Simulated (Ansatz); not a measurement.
**Stress against strain in CoO**

```
CELL_PARAMETERS angstrom
-1.50800 1.50800 2.10725
1.50800 -1.50800 2.10725
1.50800 1.50800 -2.10725
ATOMIC_POSITIONS crystal
Co 0.00000 0.00000 0.00000
O 0.50000 0.50000 0.00000
```

Atom numbers follow the list: Co1, O2.

The cell is COD entry 1528838, as deposited and not checked against the literature; nothing was relaxed.

Semilocal functionals without U often leave such compounds metallic or with too small a gap, and the real magnetic order may differ.

The magnetic state is the one reached from the start moments; no search over orders was made, so it needn't be the ground state.

The calculation used Ansatz 0.2.0, DFT, PBE, all-electron LAPW, scalar-relativistic.

Settings: a Γ-centred 13×13×15 k mesh, Fermi–Dirac smearing of 0.03 eV, basis error target 1 meV/atom, spin-polarised from start moments Co1 2 μB; this mesh doesn't keep the crystal's whole symmetry, which leaves small spurious terms.

The strain is applied along the Cartesian axes of the cell as listed (the other components stay zero). Fractional coordinates are held (clamped ions).

σ is the change of stress from the unstrained cell, which is at -0.03 GPa; tension is positive, so slopes are stress–strain coefficients at that pressure. In a metal the k mesh adds noise.

Only quantities that a quadratic follows smoothly over the whole series are listed; rougher ones are left out.

```
    εzz  σzz (GPa)  σxx (GPa)
-0.0300      -5.85      -5.71
-0.0200      -3.72      -3.83
-0.0100      -1.79      -1.88
 0.0000       0.00       0.00
 0.0200       3.06       3.44
 0.0300       4.50       5.00
```

Fit the series and read off the stiffness at zero strain.

Least-squares fits y = p0 + p1 x + p2 x² to the rows give σzz (GPa): p1 = 172, p2 = -750; σxx (GPa): p1 = 180, p2 = -370. So C33 = 172 GPa and C13 = 180 GPa, for these axes.

One run, at εzz = 0.0100, is withheld. Predict its row.

The fits give 1.63, 1.73; the run gave 1.59, 1.78.
